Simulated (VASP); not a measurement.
# PtS2 (R-3m) in VASP: further runs, part 2 of 2

VASP 6.6.1. The steps go on from the part before.

## Step 4: Single point, PBE+D3(BJ)

File INCAR:

```
SYSTEM = PtS2
PREC     = Accurate       ! precision mode
ENCUT    = 520            ! plane-wave cutoff, eV
EDIFF    = 1E-6           ! SCF threshold, eV
ISMEAR   = 0              ! smearing method
SIGMA    = 0.02           ! smearing width, eV
LREAL    = .False.        ! projectors in reciprocal space
LASPH    = .True.         ! aspherical terms in the spheres
NELM     = 100            ! most SCF steps
ALGO     = Normal         ! electronic algorithm
ISIF     = 2              ! what is computed and relaxed
LWAVE    = .False.        ! write WAVECAR
LCHARG   = .False.        ! write CHGCAR
GGA      = PE             ! functional
IVDW     = 12             ! dispersion correction
NBANDS   = 18             ! bands
```

File KPOINTS:

```
regular mesh
0
Gamma
  9 9 9
  0 0 0
```

File POSCAR:

```
PtS2
1.0
    1.7717696714      1.0229316967      5.3362047162
   -1.7717696714      1.0229316967      5.3362047162
    0.0000000000     -2.0458633934      5.3362047162
Pt S
1 2
Direct
    0.0000000000      0.0000000000      0.0000000000
    0.7438478407      0.7438478407      0.7438478407
    0.2561521593      0.2561521593      0.2561521593
```

Potentials or basis: VASP PAW PBE potentials, release 64 (Pt, S).

Command:

```
cat potpaw_PBE.64/Pt/POTCAR potpaw_PBE.64/S/POTCAR > POTCAR
mpirun -np 1 vasp_std > vasp.out
```

OUTCAR:

```text
SYSTEM = PtS2
   PREC = Accurate
   ENCUT = 520
   EDIFF = 1E-6
   ISMEAR = 0
   LREAL = .False.
   LASPH = .True.
   NELM = 100
   ISIF = 2
   GGA = PE
   IVDW = 12
 IVDW          = 12

 ion  position               nearest neighbor table
   1  0.000  0.000  0.000-   2 2.39   3 2.39   2 2.39   2 2.39   3 2.39   3 2.39
   2  0.744  0.744  0.744-   1 2.39   1 2.39   1 2.39
   3  0.256  0.256  0.256-   1 2.39   1 2.39   1 2.39

  LATTYP: Found a trigonal (rhomboedric) cell.
 ALAT       =     5.7149486260
 COS(alpha) =     0.8077705777

  Lattice vectors:

 A1 = (   1.7717696714,   1.0229316967,   5.3362047162)
 A2 = (  -1.7717696714,   1.0229316967,   5.3362047162)
 A3 = (   0.0000000000,  -2.0458633934,   5.3362047162)

Analysis of symmetry for initial positions (statically):
=====================================================================
 Subroutine PRICEL returns:
 Original cell was already a primitive cell.

 Routine SETGRP: Setting up the symmetry group for a
 trigonal (rhombohedral) supercell.

 Subroutine GETGRP returns: Found 12 space group operations
 (whereof 12 operations were pure point group operations)
 out of a pool of 12 trial point group operations.

The static configuration has the point symmetry D_3d.

Analysis of symmetry for dynamics (positions and initial velocities):
=====================================================================
 Subroutine PRICEL returns:
 Original cell was already a primitive cell.

 Routine SETGRP: Setting up the symmetry group for a
 trigonal (rhombohedral) supercell.

 Subroutine GETGRP returns: Found 12 space group operations
 (whereof 12 operations were pure point group operations)
 out of a pool of 12 trial point group operations.

The dynamic configuration has the point symmetry D_3d.

 Subroutine INISYM returns: Found 12 space group operations
 (whereof 12 operations are pure point group operations),
 and found     1 'primitive' translations

----------------------------------------------------------------------------------------

                                     Primitive cell

  volume of cell :      58.0280

  direct lattice vectors                    reciprocal lattice vectors
     1.771769671  1.022931697  5.336204716     0.282203724  0.162930396  0.062466369
    -1.771769671  1.022931697  5.336204716    -0.282203724  0.162930396  0.062466369
     0.000000000 -2.045863393  5.336204716     0.000000000 -0.325860792  0.062466369

  length of vectors
     5.714948626  5.714948626  5.714948626     0.331794068  0.331794068  0.331794068

  position of ions in fractional coordinates (direct lattice)
     0.000000000  0.000000000  0.000000000
     0.743847841  0.743847841  0.743847841
     0.256152159  0.256152159  0.256152159

  ion indices of the primitive-cell ions
   primitive index   ion index
                 1           1
                 2           2
                 3           3

----------------------------------------------------------------------------------------

 KPOINTS: regular mesh

Automatic generation of k-mesh.
 Grid dimensions read from file:
 generate k-points for:    9    9    9

 Generating k-lattice:

  Cartesian coordinates                     Fractional coordinates (reciprocal lattice)
     0.031355969  0.018103377  0.006940708     0.111111111  0.000000000  0.000000000
    -0.031355969  0.018103377  0.006940708     0.000000000  0.111111111  0.000000000
     0.000000000 -0.036206755  0.006940708     0.000000000  0.000000000  0.111111111

  Length of vectors
     0.036866008  0.036866008  0.036866008

  Shift w.r.t. Gamma in fractional coordinates (k-lattice)
     0.000000000  0.000000000  0.000000000

 Subroutine IBZKPT returns following result:
 ===========================================

 Found     85 irreducible k-points:

 Following reciprocal coordinates:
            Coordinates               Weight
  0.000000  0.000000  0.000000      1.000000
  0.111111  0.000000  0.000000      6.000000
  0.222222  0.000000  0.000000      6.000000
  0.333333  0.000000  0.000000      6.000000
  0.444444  0.000000  0.000000      6.000000
  0.111111  0.111111  0.000000      6.000000
[... 16 lines left out ...]
 -0.333333  0.333333  0.000000      6.000000
  0.444444  0.444444  0.000000      6.000000
 [... further k-points ...]
   k-points           NKPTS =     85   k-points in BZ     NKDIM =     85   number of bands    NBANDS=     18
   number of dos      NEDOS =    301   number of ions     NIONS =      3
   total plane-waves  NPLWV = 110592
   dimension x,y,z NGX =    48 NGY =   48 NGZ =   48
   dimension x,y,z NGXF=    96 NGYF=   96 NGZF=   96
   ions per type =               1   2
   NGX,Y,Z   is equivalent  to a cutoff of  13.96, 13.96, 13.96 a.u.
   NGXF,Y,Z  is equivalent  to a cutoff of  27.93, 27.93, 27.93 a.u.
 SYSTEM =  PtS2
   PREC   = accura    normal or accurate (medium, high low for compatibility)
   ISTART =      0    job   : 0-new  1-cont  2-samecut
   ICHARG =      2    charge: 1-file 2-atom 10-const
   ISPIN  =      1    spin polarized calculation?
   LNONCOLLINEAR =      F non collinear calculations
   LSORBIT =      F    spin-orbit coupling
   LASPH  =      T    aspherical Exc in radial PAW
   ENCUT  =  520.0 eV  38.22 Ry    6.18 a.u.  10.63 10.63 10.63*2*pi/ulx,y,z
   NELM   =    100;   NELMIN=  2; NELMDL= -5     # of ELM steps
   EDIFF  = 0.1E-05   stopping-criterion for ELM
   LREAL  =      F    real-space projection
   EDIFFG = 0.1E-04   stopping-criterion for IOM
   NSW    =      0    number of steps for IOM
   IBRION =     -1    ionic relax: 0-MD 1-quasi-New 2-CG
   NFREE  =      0    steps in history (QN), initial steepest desc. (CG)
   ISIF   =      2    stress and relaxation
   ISYM   =      2    0-nonsym 1-usesym 2-fastsym
   POTIM  = 0.5000    time-step for ionic-motion
   TEBEG  =    0.0;   TEEND  =   0.0 temperature during run
   PSTRESS=    0.0 pullay stress
   NELECT =      22.0000    total number of electrons
   NUPDOWN=      -1.0000    fix difference up-down
   EMIN   =  10.00;   EMAX   =-10.00  energy-range for DOS
   EFERMI =   0.00;   METHOD = LEGACY
   ISMEAR =     0;   SIGMA  =   0.02  broadening in eV -4-tet -1-fermi 0-gaus
   EFERMI_NEDOS =   21; number of points for ismear=-14 and -15
   IALGO  =     38    algorithm
   IMIX   =      4    mixing-type and parameters
     AMIX     =   0.40;   BMIX     =  1.00
     AMIX_MAG =   1.60;   BMIX_MAG =  1.00
  volume/ion in A,a.u.               =      19.34       130.53
  Fermi-wavevector in a.u.,A,eV,Ry     =   1.184868  2.239075 19.101374  1.403911
  Thomas-Fermi vector in A             =   2.321073
   LORBIT       =      0    0 simple, 1 ext, 2 COOP (PROOUT), +10 PAW based schemes
   GGA     = PE    functional components
   LHFCALC =     F    Hartree Fock is set to
   AEXX    =    0.0000 exact exchange contribution
   IVDW    =    12    specifies the selected vdW correction
   LEPSILON=     F    determine dielectric tensor
   LRPA    =     F    only Hartree local field effects (RPA)
 non-spin polarized calculation
 Gauss-broadening in eV      SIGMA  =   0.02
  energy-cutoff  :      520.00
  volume of cell :       58.03
 maximum number of plane-waves:      1592
 NGX is ok and might be reduce to    48
   NGX = 21   NGY = 21   NGZ = 21

 number of electron      22.0000000 magnetization

 Free energy of the ion-electron system (eV)
  ---------------------------------------------------
  ext. energy  EPLUGINS =         0.00000000
  ---------------------------------------------------
  free energy    TOTEN  =       -15.38481121 eV

  energy without entropy =      -15.38481121  energy(sigma->0) =      -15.38481121

 E-fermi :   5.8850     XC(G=0): -10.2787

 val. band max:        5.7660460609   @ k =   0.1111   0.0000   0.0000
 cond. band min:       6.6462195993   @ k =  -0.2222   0.2222   0.0000
 fundamental gap:      0.8801735384
 Fermi energy:         5.8849637068

 k-point     1 :       0.0000    0.0000    0.0000
  band No.  band energies     occupation
      1      -9.0093      2.00000
      2      -6.3922      2.00000
      3      -0.6678      2.00000
      4      -0.3852      2.00000
      5      -0.3852      2.00000
      6       2.3158      2.00000
[... 481 lines left out ...]
      5       0.8346      2.00000
      6       1.4631      2.00000
[... 10 lines left out ...]
     17      14.5664      0.00000
     18      15.6271      0.00000

 [... further k-points ...]

------------------------ aborting loop because EDIFF is reached ----------------------------------------

 Edisp (eV)   -1.19268

 E8    (eV) :    -0.4763

  FORCE on cell =-STRESS in cart. coord.  units (eV):
  Direction    XX          YY          ZZ          XY          YZ          ZX
  --------------------------------------------------------------------------------------
  -------------------------------------------------------------------------------------
  Total      -0.18214    -0.18214    -0.11790     0.00000     0.00000     0.00000
  in kB      -5.02882    -5.02882    -3.25537     0.00000     0.00000     0.00000
  external pressure =       -4.44 kB  Pullay stress =        0.00 kB

 VOLUME and BASIS-vectors are now :
 -----------------------------------------------------------------------------
  energy-cutoff  :      520.00
  volume of cell :       58.03
      direct lattice vectors                 reciprocal lattice vectors
     1.771769671  1.022931697  5.336204716     0.282203724  0.162930396  0.062466369
    -1.771769671  1.022931697  5.336204716    -0.282203724  0.162930396  0.062466369
     0.000000000 -2.045863393  5.336204716     0.000000000 -0.325860792  0.062466369

 POSITION                                       TOTAL-FORCE (eV/Angst)
 -----------------------------------------------------------------------------------
      0.00000      0.00000      0.00000         0.000000      0.000000      0.000000
      0.00000      0.00000     11.90797        -0.000000      0.000000     -0.037993
      0.00000      0.00000      4.10064        -0.000000     -0.000000      0.037993
 -----------------------------------------------------------------------------------
    total drift:                                0.000000      0.000000     -0.000000

  FREE ENERGIE OF THE ION-ELECTRON SYSTEM (eV)
  ---------------------------------------------------
  free  energy   TOTEN  =       -16.5774950430 eV

  energy  without entropy=      -16.5774950430  energy(sigma->0) =      -16.57749504
```

Wall time 1.8 min (1 thread of Intel Xeon 6975P-C (Granite Rapids), shared host); peak memory 0.36 GiB.

What came out:

- Free energy: -16.5775 eV
- Pressure: -0.4 GPa
- Largest force: 0.038 eV/Å
- Band gap on the k mesh: 0.88 eV, indirect (least direct gap 1.05 eV)
- Dispersion energy per atom: -0.398 eV

Forces in eV/Å, atoms in the order of the input:
```
Pt   0.000  0.000  0.000
S    0.000  0.000 -0.038
S    0.000  0.000  0.038
```

Stress tensor (GPa, compression positive):
```
-0.50  0.00  0.00
 0.00 -0.50  0.00
 0.00  0.00 -0.33
```

Caveat: spin-orbit coupling is left out, which moves the levels of the heavy elements; an odd mesh through Γ misses points on the zone boundary, where band edges often lie.
